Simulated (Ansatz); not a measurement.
**Na: the crystal squeezed far**

Aim: compress Na (simple hexagonal type) step by step, far beyond the usual range, and follow pressure and electronic structure. Methods of the runs shown: PAW.

Method: DFT, PBE, PAW with Ansatz's default frozen-core files, scalar-relativistic, in Ansatz 0.2.0.

## 1. The structure to begin with

Symmetry: P6/mmm, No. 191, hexagonal system. The conventional cell has a = 3.615 Å, b = 3.615 Å, c = 3.398 Å, α = 90.00°, β = 90.00°, γ = 120.00°. Na (site symmetry 6/mmm) has 8 Na at 3.40 to 3.61 Å in its first shell of neighbours.

As a file:

```cif
data_structure
_symmetry_space_group_name_H-M 'P 1'
_symmetry_Int_Tables_number 1
_cell_length_a 3.6147
_cell_length_b 3.6147
_cell_length_c 3.3978
_cell_angle_alpha 90.000
_cell_angle_beta 90.000
_cell_angle_gamma 120.000
_cell_volume 38.45
loop_
_atom_site_label
_atom_site_type_symbol
_atom_site_fract_x
_atom_site_fract_y
_atom_site_fract_z
_atom_site_occupancy
Na1 Na 0.00000 0.00000 0.00000 1
```

Whether this phase is the stable one at these pressures isn't tested.

## 2. Cell relaxed at zero pressure, PAW

File input.yaml:

```yaml
crystal:
  lattice:
    - [3.6146556995, 0.0, 0.0]
    - [-1.8073278498, 3.1303836617, 0.0]
    - [0.0, 0.0, 3.3977763575]
  atoms:
    - { symbol: Na, position: [0.0, 0.0, 0.0] }
kpoints:
  mp_grid: { grid: [13, 13, 12] }
scf:
  occupations: { method: fermi_dirac, width: 0.08 }
hamiltonian:
  xc: pbe
  pseudopotentials: { kind: paw }
output:
  forces: true
  stress: true
relax:
  f_tol: 0.005
  max_steps: 40
  cell: {}
```

On the command line:

```
ansatz run input.yaml --threads 1 --pin off --max-ram 2048MiB --backend cpu --events-out ev --progress --plain --runs-dir out
```

After this run come: Volume scaled by 1, PAW; Volume scaled by 1, PAW (partial_waves polarizable); Shape and atoms relaxed at 0.95 of the volume, PAW; Volume scaled by 0.95, PAW; Shape and atoms relaxed at 0.85 of the volume, PAW; Volume scaled by 0.85, PAW; Shape and atoms relaxed at 0.75 of the volume, PAW; Volume scaled by 0.75, PAW; Shape and atoms relaxed at 0.65 of the volume, PAW; Volume scaled by 0.65, PAW; Shape and atoms relaxed at 0.55 of the volume, PAW; Volume scaled by 0.55, PAW; Shape and atoms relaxed at 0.45 of the volume, PAW; Volume scaled by 0.45, PAW; Shape and atoms relaxed at 0.4 of the volume, PAW; Volume scaled by 0.4, PAW; Volume scaled by 0.4, PAW (partial_waves polarizable).

**Question.** What will these runs give? Wanted: PAW pressure at 0.4 of the volume; PAW; fitted bulk modulus at zero pressure.

The runs gave:

| quantity | value |
| --- | --- |
| PAW pressure at 0.4 of the volume | 35.0 GPa |
| PAW (partial_waves polarizable) pressure at 0.4 of the volume | 35.0 GPa |
| fitted bulk modulus at zero pressure (PAW) | 6.6 GPa |
| its pressure derivative | 3.86 |

In words: At 0.4 of the starting volume PAW gives 35 GPa. One third-order Birch-Murnaghan curve follows these points (B₀ = 6.6 GPa, B′ = 3.86, misfit at most 0.05 GPa). A fit over so wide a range leans to the high pressures, so B₀ can be off by several per cent. No all-electron run checks these rows here, and frozen cores can fail under such compression. The ions are at rest, and the electrons smeared by 0.08 eV.
